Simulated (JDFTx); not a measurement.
Crystal: In.

```
In
1.0
    -1.88253    1.88253    1.88253
     1.88253   -1.88253    1.88253
     1.88253    1.88253   -1.88253
In
1
Direct
  0.00000 0.00000 0.00000
```

This isn't the form of In at room conditions, which is tetragonal.

| Property | Result |
| --- | --- |
| Program | JDFTx 1.7.0 (patched build) |
| Task | single point |
| Functional | PBEsol |
| Potentials or basis | PseudoDojo-SR-PBEsol-0.4.1-standard with smoothed tails |
| Cutoff | 952 eV |
| Density cutoff | 3810 eV |
| k mesh | 10 × 10 × 10 |
| Occupations | fermi-dirac, width 0.05 eV |
| Spin | no spin polarisation |

On this cell: pressure -1.3 GPa; band gap on the k mesh none (metal or under the smearing width).

The same run follows on a disturbed copy (cell strained at random at fixed volume):

```
In
1.0
    -1.86975    1.85713    1.91387
     1.83353   -1.91280    1.93333
     1.85852    1.90157   -1.96954
In
1
Direct
  0.99990 0.99783 0.00147
```

Task: What does the disturbed cell give?

Result: The energy (extrapolated to zero smearing) moves by +1.5 meV/atom; pressure -1.3 GPa; band gap on the k mesh none (metal or under the smearing width).

Stress tensor (GPa, compression positive):
```
-0.84 -0.07  0.31
-0.07 -1.43  0.62
 0.31  0.62 -1.57
```

Caveats: the empty levels aren't tightly converged (some runs).
